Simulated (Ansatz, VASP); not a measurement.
This is a calculation of BeTe for Ansatz 0.2.0.

The input input.yaml:

```yaml
crystal:
  lattice:
    - [0.0, 2.7325629784, 2.7325629784]
    - [2.7325629784, 0.0, 2.7325629784]
    - [2.7325629784, 2.7325629784, 0.0]
  atoms:
    - { symbol: Te, position: [0.75, 0.75, 0.75] }
    - { symbol: Be, position: [0.0, 0.0, 0.0] }
hamiltonian:
  xc: lda
  pseudopotentials: { kind: paw }
kpoints:
  mp_grid: { grid: [8, 8, 8] }
scf:
  occupations: { method: fermi_dirac, width: 0.05 }
output:
  forces: true
  stress: true
  eigenvalues: true
```

Potentials or basis: Ansatz PAW.

Launch:

```bash
$ ansatz run input.yaml --threads 1 --pin off --max-ram 3584MiB --backend cpu --events-out ev --progress --plain --runs-dir out
```

Task: Set up the same calculation for VASP 6.6.1. Potentials there: VASP PAW LDA potentials, release 64 (Te, Be).

Result: As run (the cutoff follows the program's own potentials):

File INCAR:

```
SYSTEM = BeTe
ALGO = Normal
EDIFF = 1E-6
ENCUT = 520
ISIF = 2
ISMEAR = -1
LASPH = .True.
LCHARG = .True.
LELF = .True.
LREAL = .False.
LVHAR = .True.
LWAVE = .False.
NBANDS = 11
NELM = 100
PREC = Accurate
SIGMA = 0.05
```

The input KPOINTS:

```
k-points
0
Gamma
  8 8 8
  0 0 0
```

The input POSCAR:

```
BeTe
1.0
    0.0000000000      2.7325629784      2.7325629784
    2.7325629784      0.0000000000      2.7325629784
    2.7325629784      2.7325629784      0.0000000000
Te Be
1 1
Direct
    0.7500000000      0.7500000000      0.7500000000
    0.0000000000      0.0000000000      0.0000000000
```

Potentials or basis: VASP PAW LDA potentials, release 64 (Te, Be).

Command:

```console
$ cat potpaw_LDA.64/Te/POTCAR potpaw_LDA.64/Be/POTCAR > POTCAR
$ mpirun -np 1 vasp_std > vasp.out
```

Both were run:

|  | VASP | Ansatz | Ansatz less VASP |
| --- | --- | --- | --- |
| gap on the k mesh at the Fermi level (eV) | 1.65 | 1.67 | +0.022 |
| least direct gap on the mesh (eV) | 3.50 | 3.54 | +0.041 |
| pressure (GPa) | 3.8 | 3.4 | -0.34 |

The two sets of potentials don't hold the same shells in valence.

Caveats: spin-orbit coupling is left out, which moves the levels of the heavy elements; the PAW data sets come from PBE, with cores solved anew for the run's functional, which leaves a small shift of forces and pressure (Ansatz). A k mesh can miss the band edges.
